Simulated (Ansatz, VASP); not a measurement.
## Si: VASP beside Ansatz

Contents of INCAR:

```
SYSTEM = Si
ALGO = Normal ; EDIFF = 1E-7
ENCUT = 520 ; GGA = RE
ISIF = 2 ; ISMEAR = -1
LASPH = .TRUE. ; LCHARG = .FALSE.
LREAL = .FALSE. ; LWAVE = .FALSE.
NBANDS = 11 ; NELM = 60
PREC = Accurate ; SIGMA = 0.05
```

KPOINTS

```
k-points
0
G
  8 8 8
  0 0 0
```

File POSCAR:

```
Si
1.0
    0.0000000000      2.7218511865      2.7218511865
    2.7218511865      0.0000000000      2.7218511865
    2.7218511865      2.7218511865      0.0000000000
Si
2
Direct
    0.5000000000      0.5000000000      0.5000000000
    0.7500000000      0.7500000000      0.7500000000
```

The input KPOINTS_OPT:

```
path GXWKGLUWLK,UX
20
line-mode
reciprocal
 0.0000000000  0.0000000000  0.0000000000  G
 0.5000000000  0.0000000000  0.5000000000  X

 0.5000000000  0.0000000000  0.5000000000  X
 0.5000000000  0.2500000000  0.7500000000  W

 0.5000000000  0.2500000000  0.7500000000  W
 0.3750000000  0.3750000000  0.7500000000  K

 0.3750000000  0.3750000000  0.7500000000  K
 0.0000000000  0.0000000000  0.0000000000  G

 0.0000000000  0.0000000000  0.0000000000  G
 0.5000000000  0.5000000000  0.5000000000  L

 0.5000000000  0.5000000000  0.5000000000  L
 0.6250000000  0.2500000000  0.6250000000  U

 0.6250000000  0.2500000000  0.6250000000  U
 0.5000000000  0.2500000000  0.7500000000  W

 0.5000000000  0.2500000000  0.7500000000  W
 0.5000000000  0.5000000000  0.5000000000  L

 0.5000000000  0.5000000000  0.5000000000  L
 0.3750000000  0.3750000000  0.7500000000  K

 0.6250000000  0.2500000000  0.6250000000  U
 0.5000000000  0.0000000000  0.5000000000  X
```

The input input.yaml:

```yaml
crystal:
  lattice:
    - [0.0, 2.7218511865, 2.7218511865]
    - [2.7218511865, 0.0, 2.7218511865]
    - [2.7218511865, 2.7218511865, 0.0]
  atoms:
    - { symbol: Si, position: [0.5, 0.5, 0.5] }
    - { symbol: Si, position: [0.75, 0.75, 0.75] }
hamiltonian:
  xc: revpbe
  pseudopotentials: { kind: paw }
kpoints:
  mp_grid: { grid: [8, 8, 8] }
  band_path:
    path:
      - [[0.0, 0.0, 0.0], [0.5, 0.0, 0.5], [0.5, 0.25, 0.75], [0.375, 0.375, 0.75], [0.0, 0.0, 0.0], [0.5, 0.5, 0.5], [0.625, 0.25, 0.625], [0.5, 0.25, 0.75], [0.5, 0.5, 0.5], [0.375, 0.375, 0.75]]
      - [[0.625, 0.25, 0.625], [0.5, 0.0, 0.5]]
    npoints: 14
scf:
  occupations: { method: fermi_dirac, width: 0.05 }
  n_extra_bands: 6
output:
  forces: true
  stress: true
  eigenvalues: true
  fatbands: false
  write_density: true
  write_potential: true
  elf: true
  volumetric_format: npy
```

Alike in both runs: task band structure; functional revPBE; k mesh 8 × 8 × 8; occupations fermi-dirac, width 0.05 eV; no spin polarisation.

```csv
,VASP,Ansatz
version,VASP 6.6.1,Ansatz 0.2.0
potentials or method,"VASP PAW PBE potentials, release 64 (Si)",Ansatz PAW
plane-wave cutoff (eV),520,420
valence electrons in the cell,8,8
```

VASP gave:

* gap on the k mesh at the Fermi level (eV): 0.67
* least direct gap on the mesh (eV): 2.56
* gap along the band path (eV): 0.62
* pressure (GPa): 2.3

Question: Estimate Ansatz's values.

Answer: gap on the k mesh at the Fermi level (eV): 0.67; least direct gap on the mesh (eV): 2.56; gap along the band path (eV): 0.63; pressure (GPa): 2.5.

Caveats: the PAW data sets were made with another functional, which shifts forces and pressure a little (VASP); the PAW data sets come from PBE, with cores solved anew for the run's functional, which leaves a small shift of forces and pressure (Ansatz). A hybrid or GW would open this gap; revPBE tends to underestimate it.
